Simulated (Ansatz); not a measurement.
# ZrC: response to strain

Aim: deform ZrC (equal xx and yy strain of -3 %) and compute stress, forces and field gradients with LAPW, PAW and all-electron datasets made for the crystal.

Program: Ansatz 0.2.0. Level of theory: DFT PBE, scalar-relativistic. These are calculated values, not measurements.

### 1 The starting structure

It takes space group Fm-3m (No. 225, cubic). Conventional cell: a = 4.700 Å, b = 4.700 Å, c = 4.700 Å, α = 90.00°, β = 90.00°, γ = 90.00°. Around Zr (site symmetry m-3m) lie 6 C at 2.35 Å. C (site symmetry m-3m) is surrounded by 6 Zr at 2.35 Å.

Coordinates:

```
CELL_PARAMETERS angstrom
0.00000 2.35021 2.35021
2.35021 0.00000 2.35021
2.35021 2.35021 0.00000
ATOMIC_POSITIONS crystal
Zr 0.50000 0.50000 0.50000
C 0.00000 0.00000 0.00000
```

Atoms are numbered in the order of the input: Zr1, C2.

### 2 The deformed structure

Space group Fm-3m before, I4/mmm after.

### 3 All-electron LAPW

input.yaml

```yaml
crystal:
  lattice:
    - [0.0, 2.2797037, 2.35021]
    - [2.2797037, 0.0, 2.35021]
    - [2.2797037, 2.2797037, 0.0]
  atoms:
    - { symbol: Zr, position: [0.5, 0.5, 0.5] }
    - { symbol: C, position: [0.0, 0.0, 0.0] }
kpoints:
  mp_grid: { grid: [15, 15, 15] }
  band_path:
    path:
      - [0.0, 0.0, 0.0]
      - [0.0, 0.5, 0.5]
      - [0.25, 0.75, 0.5]
      - [0.0, 0.5, 0.0]
      - [0.0, 0.0, 0.0]
      - [0.5, 0.5, 0.0]
      - [0.3676125, 0.6323875, 0.0]
      - [-0.3676125, 0.3676125, 0.0]
      - [0.0, 0.0, 0.0]
    npoints: 5
scf:
  occupations: { method: fermi_dirac, width: 0.05 }
hamiltonian:
  xc: pbe
  pseudopotentials: { kind: all_electron, lapw: { basis_error: 0.00025 } }
output:
  forces: true
  stress: true
  eigenvalues: true
```

Command:

```bash
$ ansatz run input.yaml --threads 1 --pin off --max-ram 3072MiB --backend cpu --events-out ev --progress --plain --runs-dir out
```

### 4 PAW with frozen cores

input.yaml

```yaml
crystal:
  lattice:
    - [0.0, 2.2797037, 2.35021]
    - [2.2797037, 0.0, 2.35021]
    - [2.2797037, 2.2797037, 0.0]
  atoms:
    - { symbol: Zr, position: [0.5, 0.5, 0.5] }
    - { symbol: C, position: [0.0, 0.0, 0.0] }
kpoints:
  mp_grid: { grid: [15, 15, 15] }
scf:
  occupations: { method: fermi_dirac, width: 0.05 }
hamiltonian:
  xc: pbe
  pseudopotentials: { kind: paw }
output:
  forces: true
  stress: true
  eigenvalues: true
  efg: { contact_densities: true }
```

### 5 Datasets made for this crystal

input.yaml, as its differences from that of step 4:

```diff
@@ -14,3 +14,3 @@
   xc: pbe
-  pseudopotentials: { kind: paw }
+  pseudopotentials: { kind: all_electron, datasets: crystal }
 output:
```

(Steps that only read results are left out.)

Before running it: what results should come out? Wanted: pressure; largest shear or deviatoric stress.

**Answer**, as computed:

| quantity | value |
| --- | --- |
| pressure | LAPW 17.31, PAW 17.26, crystal datasets 17.31 GPa |
| largest shear or deviatoric stress (LAPW) | 9.27 GPa |

**Reading.** The largest part of the stress beyond the pressure is 9.27 GPa in size, in the zz component; the atoms are carried along and not relaxed. No run of the undeformed cell stands beside it, so the pressure holds what the given cell had before the change. PAW: stress within 0.06 GPa of LAPW. Crystal datasets: stress within 0.01 GPa of LAPW.
